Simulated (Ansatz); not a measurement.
Elastic constants of Ir at 7 GPa (stress–strain coefficients): input and output

Theory: DFT PBE, scalar-relativistic, plane waves, PAW in Ansatz 0.2.0.

Launched with:
```bash
ansatz run input.yaml --threads 1 --pin off --max-ram 3072MiB --backend cpu --events-out ev --progress --plain --runs-dir out
```

Input (bare energies are in eV):
```yaml
crystal:
  lattice:
    - [2.7323467156, 0.0, 0.0]
    - [-1.3661733578, 2.3662816677, 0.0]
    - [0.0, 0.0, 4.4278475092]
  atoms:
    - { symbol: Ir, position: [0.6666666667, 0.3333333333, 0.75] }
    - { symbol: Ir, position: [0.3333333333, 0.6666666667, 0.25] }
basis:
  ecutwfc: 420
kpoints:
  mp_grid: { grid: [18, 18, 10] }
hamiltonian:
  xc: pbe
scf:
  occupations: { method: fermi_dirac, width: 0.15 }
output:
  forces: true
  stress: true
  eigenvalues: true
elastic:
  mode: relaxed_ion
  amplitude: 0.005
```

From the output:
```
--- Elastic constants: 3 strain directions × 4 members + reference (group order 24) ---
  dense FFT box of the reference and of every strained cell: 20×20×30
  strains applied: 11, 33, 23; error gains: componentwise 1.00 (the most a stress slope's error grows in a printed constant), spectral 1.41 (1 for all six strains in a standard setting)
  C = ∂σ_k/∂η_j (tension-positive GPa; Voigt order 11 22 33 23 13 12):
       638.752    221.864    255.285      0.000      0.000     -0.000
       221.864    638.752    255.285      0.000      0.000      0.000
       255.325    255.325    633.916      0.000      0.000     -0.000
         0.000      0.000      0.000     97.569     -0.000      0.000
         0.000      0.000      0.000     -0.000     97.569      0.000
         0.000     -0.000      0.000      0.000      0.000    208.444
  reference stress σ⁰ (GPa):     -7.014     -7.014     -7.019     -0.000     -0.000     -0.000
  C* (energy form; C + prestress term) asymmetry max|C*_kj − C*_jk| = 3.374e-2 GPa — a small one proves nothing (zero by symmetry where the batch's group is 432, −43m or m−3m); a large one is finite-difference/SCF noise where every solve ...
  moduli (Voigt/Reuss/Hill, GPa): K = 375.15/374.99/375.07   G = 159.31/140.79/150.05   E = 397.18   ν = 0.324
  mechanically stable: yes (min eigenvalue of sym C = 97.57 GPa)
  harmonic check of the ions' relaxations: strain 23: 1 pair too noisy to judge
  the stresses are not corrected for the forces that the relaxations left standing (`elastic.f_tol`)
  strain η (Voigt 11):  stress-route row diagonal C_11 = 638.75 GPa, energy-path curvature d²(F+E_count+ΔE)/dδ²/Ω₀ = 638.76 GPa
    cells at ±δ against ±2δ: C11 638.96 and 639.57 GPa, apart by 0.10 % of the column's largest entry
         δ    σ_11 (GPa) F (eV) n_scf n_hpsi n_pw
    -1.000e-2     -13.7733      -23870.5287315      11  216499    570   relax 3 steps, max|allowed force component| 1.59e-5 eV/Å
    -5.000e-3     -10.2994      -23870.5394736      11  216481    574   relax 2 steps, max|allowed force component| 6.03e-6 eV/Å
     5.000e-3      -3.9099      -23870.5520645      11  216514    580   relax 2 steps, max|allowed force component| 2.63e-5 eV/Å
     1.000e-2      -0.9819      -23870.5542374      11  216490    580   relax 2 steps, max|allowed force component| 2.59e-5 eV/Å
  strain η (Voigt 33):  stress-route row diagonal C_33 = 633.92 GPa, energy-path curvature d²(F+E_count+ΔE)/dδ²/Ω₀ = 634.01 GPa
    cells at ±δ against ±2δ: C33 634.05 and 634.46 GPa, apart by 0.06 % of the column's largest entry
         δ    σ_33 (GPa) F (eV) n_scf n_hpsi n_pw
    -1.000e-2     -13.6454      -23870.5288159       7   79149    573   relax 0 steps, max|allowed force component| 2.78e-17 eV/Å
    -5.000e-3     -10.2594      -23870.5394901       4   68375    574   relax 0 steps, max|allowed force component| 7.40e-17 eV/Å
     5.000e-3      -3.9188      -23870.5520753       4   69513    578   relax 0 steps, max|allowed force component| 7.40e-17 eV/Å
     1.000e-2      -0.9561      -23870.5542417       6   67357    578   relax 0 steps, max|allowed force component| 9.25e-18 eV/Å
  strain η (Voigt 23):  stress-route row diagonal C_44 = 97.57 GPa, energy-path curvature d²(F+E_count+ΔE)/dδ²/Ω₀ = 101.08 GPa
    cells at ±δ against ±2δ: C44 97.54 and 97.44 GPa, apart by 0.10 % of the column's largest entry
         δ    σ_23 (GPa) F (eV) n_scf n_hpsi n_pw
    -1.000e-2      -0.9744      -23870.5462935      11  343674    574   relax 4 steps, max|allowed force component| 3.28e-6 eV/Å
    -5.000e-3      -0.4877      -23870.5469702      11  343635    575   relax 2 steps, max|allowed force component| 3.09e-5 eV/Å
     5.000e-3       0.4877      -23870.5469702      11  343610    575   relax 3 steps, max|allowed force component| 6.35e-7 eV/Å
     1.000e-2       0.9744      -23870.5462935      11  343677    574   relax 4 steps, max|allowed force component| 3.28e-6 eV/Å
```

The run took 14 min on 1 thread of AMD EPYC 7R43 64-Core Processor (Zen 3) (shared host), peak memory 0.76 GiB.

In a metal, frequencies and elastic constants depend on the k mesh and the smearing, soft modes and shear constants most. Spin–orbit coupling is left out, which can shift energies with elements as heavy as these. Other phases may be more stable at this pressure.

This form isn't the element's structure at ambient conditions.